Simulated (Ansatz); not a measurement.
GaP: relaxation of cell and atoms with PBEsol+D3(BJ)

Crystal: GaP.

```
CELL_PARAMETERS angstrom
0.00000 2.72525 2.72525
2.72525 0.00000 2.72525
2.72525 2.72525 0.00000
ATOMIC_POSITIONS crystal
Ga 0.00000 0.00000 0.00000
P 0.75000 0.75000 0.75000
```

```
Program             : Ansatz 0.2.0
Task                : relaxation of cell and atoms
Functional          : PBEsol
Dispersion          : D3(BJ)
Potentials or basis : all-electron LAPW, scalar-relativistic
Basis error allowed : 0.001 eV/atom
k mesh              : 8 × 8 × 8
Occupations         : fermi-dirac, width 0.05 eV
Spin                : no spin polarisation
```

```yaml
Relaxed_volume: 19.58 Å³/atom
Relaxed_cell: a = 3.812 Å, b = 3.812 Å, c = 3.812 Å, α = 60.00°, β = 60.00°, γ = 60.00°
Space_group_after_relaxing_to_0.05_Å: F-43m (No. 216)
Energy_gained_by_relaxing: 5.8 meV/atom
Ionic_steps: 5
Pressure_after_relaxing: 0.0 GPa
Band_gap_on_the_k_mesh: 1.45 eV
```

Step by step:
```tsv
step	energy change (eV)	largest force (eV/Å)	volume (Å³)
1	0.0000	0.0000	40.48
2	-0.0107	0.0000	39.55
3	-0.0117	0.0000	39.15
4	-0.0117	0.0000	39.17
5	-0.0117	0.0000	39.17
```

Final structure:
```yaml
crystal:
  lattice:
    - [0.00000, 2.69548, 2.69548]
    - [2.69548, 0.00000, 2.69548]
    - [2.69548, 2.69548, 0.00000]
  atoms:
    - { symbol: Ga, position: [0.00000, 0.00000, 0.00000] }
    - { symbol: P, position: [0.75000, 0.75000, 0.75000] }
```

It took 27 s on 1 thread of Arm Neoverse V2 (shared host), peak memory 0.28 GiB.

A k mesh can miss the band edges. PBEsol gaps usually lie below the measured ones, often by a third to a half.
